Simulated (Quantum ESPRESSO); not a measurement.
# PtS2 (P-3m1) in Quantum ESPRESSO: a series of runs, part 3 of 3

Quantum ESPRESSO 7.5. The steps go on from the part before.

**4. Dielectric tensor, PBEsol**

pw.in reads:

```
&CONTROL
  calculation = 'scf'
  prefix = 'pwscf'
  outdir = './tmp'
  pseudo_dir = './pseudo'
  tprnfor = .true.
  tstress = .true.
  disk_io = 'low'
/
&SYSTEM
  ibrav = 0
  celldm(1) = 8
  nat = 3
  ntyp = 2
  ecutwfc = 45
  ecutrho = 360
  nbnd = 21
  occupations = 'smearing'
  smearing = 'fd'
  degauss = 0.00367493
/
&ELECTRONS
  conv_thr = 6d-10
  electron_maxstep = 120
  mixing_beta = 0.5
/
ATOMIC_SPECIES
Pt   195.0840 pt_pbesol_v1.4.uspp.F.UPF
S     32.0600 s_pbesol_v1.4.uspp.F.UPF
CELL_PARAMETERS alat
  0.8369597005968   0.0000000000000   0.0000000000000
 -0.4184798502984   0.7248283626632   0.0000000000000
  0.0000000000000   0.0000000000000   1.1902439995955
ATOMIC_POSITIONS crystal
Pt     0.0000000000    0.0000000000    0.0000000000
S      0.6666666667    0.3333333333    0.7730000000
S      0.3333333333    0.6666666667    0.2270000000
K_POINTS automatic
8 8 4 0 0 1
```

gamma.in reads:

```
&CONTROL
  calculation = 'bands'
  prefix = 'pwscf'
  outdir = './tmp'
  pseudo_dir = './pseudo'
  disk_io = 'low'
  verbosity = 'high'
/
&SYSTEM
  ibrav = 0
  celldm(1) = 8
  nat = 3
  ntyp = 2
  ecutwfc = 45
  ecutrho = 360
  nbnd = 21
  occupations = 'smearing'
  smearing = 'fd'
  degauss = 0.00367493
/
&ELECTRONS
  conv_thr = 1d-08
  electron_maxstep = 120
  mixing_beta = 0.5
  diago_full_acc = .true.
  startingwfc = 'random'
/
ATOMIC_SPECIES
Pt   195.0840 pt_pbesol_v1.4.uspp.F.UPF
S     32.0600 s_pbesol_v1.4.uspp.F.UPF
CELL_PARAMETERS alat
  0.8369597005968   0.0000000000000   0.0000000000000
 -0.4184798502984   0.7248283626632   0.0000000000000
  0.0000000000000   0.0000000000000   1.1902439995955
ATOMIC_POSITIONS crystal
Pt     0.0000000000    0.0000000000    0.0000000000
S      0.6666666667    0.3333333333    0.7730000000
S      0.3333333333    0.6666666667    0.2270000000
K_POINTS crystal
1
0.0 0.0 0.0 1
```

scf2.in reads:

```
&CONTROL
  calculation = 'scf'
  prefix = 'pwscf'
  outdir = './tmp'
  pseudo_dir = './pseudo'
  tprnfor = .true.
  tstress = .true.
  disk_io = 'low'
/
&SYSTEM
  ibrav = 0
  celldm(1) = 8
  nat = 3
  ntyp = 2
  ecutwfc = 45
  ecutrho = 360
  nbnd = 21
  occupations = 'fixed'
/
&ELECTRONS
  conv_thr = 1d-13
  electron_maxstep = 120
  mixing_beta = 0.5
  startingpot = 'file'
/
ATOMIC_SPECIES
Pt   195.0840 pt_pbesol_v1.4.uspp.F.UPF
S     32.0600 s_pbesol_v1.4.uspp.F.UPF
CELL_PARAMETERS alat
  0.8369597005968   0.0000000000000   0.0000000000000
 -0.4184798502984   0.7248283626632   0.0000000000000
  0.0000000000000   0.0000000000000   1.1902439995955
ATOMIC_POSITIONS crystal
Pt     0.0000000000    0.0000000000    0.0000000000
S      0.6666666667    0.3333333333    0.7730000000
S      0.3333333333    0.6666666667    0.2270000000
K_POINTS automatic
8 8 4 0 0 1
```

ph.in reads:

```
dielectric of PtS2
&INPUTPH
  prefix = 'pwscf'
  outdir = './tmp'
  tr2_ph = 1d-18
  fildyn = 'dyn'
  niter_ph = 90
  alpha_mix(1) = 0.7
  epsil = .true.
  trans = .false.
  zeu = .true.
/
0.0000000000 0.0000000000 0.0000000000
```

Potentials or basis: GBRV 1.5 PBEsol.

Started as:

```
$ OMP_NUM_THREADS=1 pw.x -in pw.in > pw.out
$ OMP_NUM_THREADS=1 pw.x -in gamma.in > gamma.out
$ OMP_NUM_THREADS=1 pw.x -in scf2.in > scf2.out
$ OMP_NUM_THREADS=1 ph.x -in ph.in > ph.out
```

pw.out:

```text
This program is part of the open-source Quantum ESPRESSO suite
     for quantum simulation of materials; please cite
[... 9 lines left out ...]
     --------------------
     sticks:   dense  smooth     PW     G-vecs:    dense   smooth      PW
     Sum        1111     559    163                42615    15071    2465

     Using Slab Decomposition

     bravais-lattice index     =            0
     lattice parameter (alat)  =       8.0000  a.u.
     unit-cell volume          =     369.6968 (a.u.)^3
     number of atoms/cell      =            3
     number of atomic types    =            2
     number of electrons       =        28.00
     number of Kohn-Sham states=           21
     kinetic-energy cutoff     =      45.0000  Ry
     charge density cutoff     =     360.0000  Ry
     scf convergence threshold =      6.0E-10
     mixing beta               =       0.5000
     number of iterations used =            8  plain     mixing
     Exchange-correlation= SLA  PW   PSX  PSC
                           (   1   4  10   8   0   0   0)

     celldm(1)=   8.000000  celldm(2)=   0.000000  celldm(3)=   0.000000
     celldm(4)=   0.000000  celldm(5)=   0.000000  celldm(6)=   0.000000

     crystal axes: (cart. coord. in units of alat)
               a(1) = (   0.836960   0.000000   0.000000 )
               a(2) = (  -0.418480   0.724828   0.000000 )
               a(3) = (   0.000000   0.000000   1.190244 )

     reciprocal axes: (cart. coord. in units 2 pi/alat)
               b(1) = (  1.194801  0.689818 -0.000000 )
               b(2) = (  0.000000  1.379637  0.000000 )
               b(3) = (  0.000000 -0.000000  0.840164 )

     PseudoPot. # 1 for Pt read from file:
     pt_pbesol_v1.4.uspp.F.UPF
     Pseudo is Ultrasoft + core correction, Zval = 16.0
     Generated by new atomic code, or converted to UPF format
     Using radial grid of  985 points,  6 beta functions with:
                l(1) =   0
                l(2) =   0
                l(3) =   1
                l(4) =   1
                l(5) =   2
                l(6) =   2
     Q(r) pseudized with  8 coefficients,  rinner =    1.300   1.300   1.300
                                                       1.300   1.300

     PseudoPot. # 2 for S  read from file:
     s_pbesol_v1.4.uspp.F.UPF
     Pseudo is Ultrasoft + core correction, Zval =  6.0
     Generated by new atomic code, or converted to UPF format
     Using radial grid of  907 points,  6 beta functions with:
                l(1) =   0
                l(2) =   0
                l(3) =   1
                l(4) =   1
                l(5) =   2
[... 22 lines left out ...]
        k(    4) = (   0.0000000   0.1724546   0.3150614), wk =   0.0468750
        k(    5) = (   0.0000000   0.3449092   0.1050205), wk =   0.0468750
        k(    6) = (   0.0000000   0.3449092   0.3150614), wk =   0.0468750
[... 22 lines left out ...]
        k(   29) = (  -0.1493501   0.6035912  -0.1050205), wk =   0.0937500
        k(   30) = (  -0.1493501   0.6035912  -0.3150614), wk =   0.0937500

     Dense  grid:    42615 G-vectors     FFT dimensions: (  45,  45,  60)

     Smooth grid:    15071 G-vectors     FFT dimensions: (  30,  30,  45)

     Check: negative core charge=   -0.000001

     Initial potential from superposition of free atoms

     starting charge      27.4999, renormalised to      28.0000

     negative rho (up, down):  1.820E-01 0.000E+00
     Starting wfcs are   20 randomized atomic wfcs +    1 random wfcs

     Self-consistent Calculation

     iteration #  1     ecut=    45.00 Ry     beta= 0.50
     Davidson diagonalization with overlap
     ethr =  1.00E-02,  avg # of iterations =  5.5

     negative rho (up, down):  1.683E-01 0.000E+00
[... 85 lines left out ...]
     iteration # 11     ecut=    45.00 Ry     beta= 0.50
     Davidson diagonalization with overlap
     ethr =  3.37E-12,  avg # of iterations =  1.2

     negative rho (up, down):  1.708E-01 0.000E+00

     End of self-consistent calculation

          k = 0.0000 0.0000 0.1050 (  1893 PWs)   bands (ev):

   -43.2220 -43.2220 -43.0493  -4.9056  -1.7418   3.5734   3.5734   3.8657
     6.6394   6.6394   8.7977   9.4889   9.4889  10.3789  13.1700  13.1700
    15.3204  16.5386  18.3761  18.3761  22.0926
[... 39 lines left out ...]
   -43.2422 -43.2271 -43.0468  -3.2919  -2.4427   3.2270   4.2767   4.5973
     6.1080   6.5905   7.5239   8.2150   8.4770   9.9077  11.9941  12.6528
    15.6941  16.5555  19.2961  20.5093  21.1870

          k = 0.0000-0.6898 0.1050 (  1886 PWs)   bands (ev):

   -43.2457 -43.2280 -43.0463  -2.9162  -2.5884   2.9969   4.4181   5.3408
     6.1611   7.2536   7.3258   7.3833   7.7013   8.4291  12.5262  13.3666
    15.8706  16.8641  18.9856  19.3107  21.1301

          k = 0.0000-0.6898 0.3151 (  1894 PWs)   bands (ev):

   -43.2457 -43.2280 -43.0464  -2.9760  -2.4627   2.8224   4.3492   5.2510
     5.7943   7.3044   7.3667   7.4907   7.8876   9.1316  12.8288  12.9783
    15.5666  16.3738  18.7074  20.4119  20.8093

          k = 0.1494 0.2587 0.1050 (  1873 PWs)   bands (ev):
[... 115 lines left out ...]
   -43.2438 -43.2299 -43.0464  -2.8888  -2.5840   3.1669   4.2507   5.2436
     5.7506   6.4225   7.3473   7.5336   8.6951   8.9413  12.4447  13.1409
    16.0855  17.1866  18.9822  19.9231  20.5943

     the Fermi energy is    11.1054 ev

!    total energy              =    -258.66288568 Ry
     estimated scf accuracy    <          2.1E-11 Ry
     smearing contrib. (-TS)   =      -0.00000063 Ry
     internal energy E=F+TS    =    -258.66288505 Ry

     The total energy is F=E-TS. E is the sum of the following terms:
     one-electron contribution =     -98.41284814 Ry
     hartree contribution      =      64.08042979 Ry
     xc contribution           =     -73.45159888 Ry
     ewald contribution        =    -150.87886783 Ry

     convergence has been achieved in  11 iterations

     negative rho (up, down):  1.708E-01 0.000E+00

     Forces acting on atoms (cartesian axes, Ry/au):

     atom    1 type  1   force =     0.00000000   -0.00000000    0.00000000
     atom    2 type  2   force =     0.00000000    0.00000000   -0.03668929
     atom    3 type  2   force =    -0.00000000   -0.00000000    0.03668929

     Total force =     0.051886     Total SCF correction =     0.000010

     Computing stress (Cartesian axis) and pressure

     negative rho (up, down):  1.708E-01 0.000E+00
          total   stress  (Ry/bohr**3)                   (kbar)     P=       60.41
   0.00042728   0.00000000   0.00000000           62.86        0.00        0.00
   0.00000000   0.00042728   0.00000000            0.00       62.86        0.00
   0.00000000   0.00000000   0.00037741            0.00        0.00       55.52

=------------------------------------------------------------------------------=
   JOB DONE.
=------------------------------------------------------------------------------=
```

gamma.out:

```text
This program is part of the open-source Quantum ESPRESSO suite
     for quantum simulation of materials; please cite
         "P. Giannozzi et al., J. Phys.:Condens. Matter 21 395502 (2009);
         "P. Giannozzi et al., J. Phys.:Condens. Matter 29 465901 (2017);
         "P. Giannozzi et al., J. Chem. Phys. 152 154105 (2020);
     in publications or presentations arising from this work. More details at
[... 236 lines left out ...]

   -43.2220 -43.2220 -43.0493  -4.9409  -1.6362   3.5705   3.5705   3.6965
     6.6430   6.6430   8.8520   9.5176   9.5176  10.5310  13.1031  13.1031
    15.2922  16.2564  18.4109  18.4109  22.4858

=------------------------------------------------------------------------------=
   JOB DONE.
=------------------------------------------------------------------------------=
```

scf2.out:

```text
This program is part of the open-source Quantum ESPRESSO suite
     for quantum simulation of materials; please cite
[... 9 lines left out ...]
     --------------------
     sticks:   dense  smooth     PW     G-vecs:    dense   smooth      PW
     Sum        1111     559    163                42615    15071    2465
[... 379 lines left out ...]
   0.00042728  -0.00000000   0.00000000           62.86       -0.00        0.00
  -0.00000000   0.00042728   0.00000000           -0.00       62.86        0.00
  -0.00000000  -0.00000000   0.00037739           -0.00       -0.00       55.52

=------------------------------------------------------------------------------=
   JOB DONE.
=------------------------------------------------------------------------------=
```

It took 11 min on 1 thread of Intel Xeon at 2.50GHz (Skylake/Cascade Lake), shared host; peak memory 0.2 GiB.

What came out:

```yaml
Free_energy: -3519.2878 eV
Pressure: 6.0 GPa
Largest_force: 0.943 eV/Å
Electronic_dielectric_tensor_diagonal: 18.91, 18.91, 9.46
Born_charges_mean_of_the_diagonal: Pt +1.65; S -0.81 e
```

Forces on the atoms (eV/Å):
```
Pt   0.000  0.000  0.000
S    0.000  0.000 -0.943
S    0.000  0.000  0.943
```

Levels at points of the mesh, in eV from the valence-band top:
| k point | band 10 | band 11 | band 12 | band 13 | band 14 | band 15 | band 16 | band 17 | band 18 | band 19 |
| --- | --- | --- | --- | --- | --- | --- | --- | --- | --- | --- |
| (0.00, 0.00, 0.12) | -4.03 | -1.87 | -1.18 | -1.18 | -0.29 | 2.50 | 2.50 | 4.65 | 5.87 | 7.71 |

Electronic dielectric tensor:
```
18.91  0.00  0.00
 0.00 18.91  0.00
 0.00  0.00  9.46
```

Born effective charge tensors (e):
atom 1, Pt
```
 2.83  0.00  0.00
 0.00  2.83  0.00
 0.00  0.00 -0.71
```
atom 2, S
```
-1.40  0.00  0.00
 0.00 -1.40  0.00
 0.00  0.00  0.37
```
atom 3, S
```
-1.40  0.00  0.00
 0.00 -1.40  0.00
 0.00  0.00  0.37
```

Caveat: the mesh is thin for the dielectric tensor, Born charges and intensities, which usually come out too large; the cell is more than 3 GPa from zero pressure, which shifts response properties.

**5. Summary**

| level | potentials or basis | form of the LDA correlation | pressure (GPa) | largest force (eV/Å) |
| --- | --- | --- | --- | --- |
| LDA | GBRV 1.5 LDA | PZ81 | 3.4 | 0.81 |
| PBE | GBRV 1.5 PBE | - | 11.3 | 1.25 |
| PBEsol | GBRV 1.5 PBEsol | - | 6.0 | 0.94 |

Alike in all rows: task dielectric tensor; no spin polarisation; cell as given; k mesh 8 × 8 × 4, shifted; cutoff (eV) 612; smearing fermi-dirac 0.05 eV.

Caveats: the cell is more than 3 GPa from zero pressure, which shifts response properties; forces of over 1 eV/Å show positions far from the minimum, so gaps and moduli don't describe the material at rest (some runs).

Total energies depend on the potentials used, so only differences within one code and one set of settings carry meaning.
